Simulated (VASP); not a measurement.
A run of VASP 6.6.1 is set up as follows.

Contents of INCAR:

```
SYSTEM = Ru
PREC = Accurate
ENCUT = 600
EDIFF = 1E-7
ISMEAR = 1
SIGMA = 0.1
LREAL = .False.
LASPH = .True.
NELM = 80
ALGO = Normal
ISIF = 3
LWAVE = .False.
LCHARG = .False.
IBRION = 2
NSW = 90
EDIFFG = -0.005
```

KPOINTS

```
Automatic mesh
0
Gamma
  15 15 9
  0 0 0
```

Contents of POSCAR:

```
Ru                                      
1.0
    2.6752210152     -0.0000000000     -0.0000000000
   -1.3376105076      2.3168093623     -0.0000000000
    0.0000000000      0.0000000000      4.2341956408
  Ru            
     2
Direct
     0.3333333300000021    0.6666666699999979    0.2500000000000000
     0.6666666699999979    0.3333333300000021    0.7500000000000000
```

Potentials or basis: VASP PAW LDA potentials, release 64 (Ru_pv).

Command:

```bash
$ cat potpaw_LDA.64/Ru_pv/POTCAR > POTCAR
$ mpirun -np 1 vasp_std > vasp.out
```

(1) What does it give for the space group after relaxing (to 0.05 Å)?

(2) What does it give for the relaxed cell?

Results:

(1) P6_3/mmc (No. 194).

(2) a = 2.675 Å, b = 2.675 Å, c = 4.235 Å, α = 90.00°, β = 90.00°, γ = 120.00°.
